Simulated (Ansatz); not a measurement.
# Te (bcc type): the cost of one run

Computed with Ansatz 0.2.0 (DFT, PBE, all-electron LAPW, scalar-relativistic, unless a step's input says otherwise).

## Step 1: The structure to begin with

It takes space group Im-3m (No. 229, cubic). The conventional cell has a = 3.819 Å, b = 3.819 Å, c = 3.819 Å, α = 90.00°, β = 90.00°, γ = 90.00°. Te (site symmetry m-3m) has 8 Te at 3.31 Å as nearest neighbours.

Structure file:

```
Te
1.0
    -1.90943    1.90943    1.90943
     1.90943   -1.90943    1.90943
     1.90943    1.90943   -1.90943
Te
1
Direct
  0.00000 0.00000 0.00000
```

## Step 2: Bcc relaxed under pressure, LAPW

Contents of input.yaml:

```yaml
crystal:
  lattice:
    - [-1.9094265695, 1.9094265695, 1.9094265695]
    - [1.9094265695, -1.9094265695, 1.9094265695]
    - [1.9094265695, 1.9094265695, -1.9094265695]
  atoms:
    - { symbol: Te, position: [0.0, 0.0, 0.0] }
kpoints:
  mp_grid: { grid: [14, 14, 14] }
scf:
  occupations: { method: fermi_dirac, width: 0.08 }
hamiltonian:
  xc: pbe
  pseudopotentials: { kind: all_electron, lapw: { basis_error: 0.0005 } }
output:
  forces: true
  stress: true
  eigenvalues: true
relax:
  f_tol: 0.005
  max_steps: 12
  cell: { p_target: 1.6, stress_tol: 0.03 }
```

Started as:

```
> ansatz run input.yaml --threads 1 --pin off --max-ram 3584MiB --backend cpu --events-out ev --progress --plain --runs-dir out
```

**Question.** How long does this run take on 1 thread of Intel Xeon 6975P-C (Granite Rapids), shared host, and how much memory does it need?

About 6.7 s, with a peak of 0.32 GiB.
